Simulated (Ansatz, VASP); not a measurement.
**One calculation of Sb, two programs**

File POSCAR:

```
Sb
1.0
    4.1051829711      0.0000000000      0.0000000000
   -2.0525914855      3.5551927401      0.0000000000
    0.0000000000      0.0000000000     26.8552477996
Sb
2
Direct
    0.3333333333      0.6666666667      0.3149797949
    0.6666666667      0.3333333333      0.3749272221
```

The input INCAR.step1:

```
ALGO = Normal
DIPOL = 0.5 0.5 0.345
EDIFF = 1E-4
ENCUT = 520
GGA = PE
IDIPOL = 3
ISMEAR = 0
LASPH = True
LCHARG = False
LDIPOL = True
LREAL = False
LWAVE = True
NBANDS = 12
NELM = 80
PREC = Accurate
SIGMA = 0.01
```

Contents of INCAR.step2:

```
ALGO = Normal
DIPOL = 0.5 0.5 0.345
EDIFF = 1E-6
ENCUT = 520
IDIPOL = 3
ISIF = 2
ISMEAR = 0
ISTART = 1
LASPH = True
LCHARG = False
LDIPOL = True
LMIXTAU = True
LREAL = False
LWAVE = False
METAGGA = R2SCAN
NBANDS = 12
NELM = 80
PREC = Accurate
SIGMA = 0.01
```

The input KPOINTS:

```
k-points
0
Gamma
  12 12 1
```

Input for Ansatz:

```yaml
crystal:
  lattice:
    - [4.1051829711, 0.0, 0.0]
    - [-2.0525914855, 3.5551927401, 0.0]
    - [0.0, 0.0, 26.8552477996]
  atoms:
    - { symbol: Sb, position: [0.3333333333, 0.6666666667, 0.3149797949] }
    - { symbol: Sb, position: [0.6666666667, 0.3333333333, 0.3749272221] }
  periodic: [true, true, false]
kpoints:
  mp_grid: { grid: [12, 12, 1] }
  band_path:
    path:
      - [0.0, 0.0, 0.0]
      - [0.5, 0.0, 0.0]
      - [0.3333333333, 0.3333333333, 0.0]
      - [0.0, 0.307292, 0.0]
    npoints: 1
hamiltonian:
  xc: r2scan
scf:
  occupations: { method: fixed }
  n_extra_bands: 4
output:
  forces: true
  stress: true
  eigenvalues: true
```

Alike in both runs: task single point; functional r2SCAN; k mesh 12 × 12 × 1; no spin polarisation.

|  | VASP | Ansatz |
| --- | --- | --- |
| version | VASP 6.6.1 | Ansatz 0.2.0 |
| potentials or method | VASP PAW PBE potentials, release 64 (Sb) | plane waves, PAW |
| plane-wave cutoff (eV) | 520 | 500 |
| occupations | gaussian, width 0.01 eV | fixed |
| valence electrons in the cell | 10 | 30 |

```tsv
	VASP	Ansatz	Ansatz less VASP
gap on the k mesh at the Fermi level (eV)	1.62	1.62	-0.003
rms of the force components (eV/Å)	0.070	0.009	-0.0612
```

Atom by atom the forces differ by 0.061 eV/Å (rms over components). The two sets of potentials don't hold the same shells in valence.

Caveats: the PAW data sets were made with another functional, which shifts forces and pressure a little (VASP); spin-orbit coupling is left out, which moves the levels of the heavy elements.
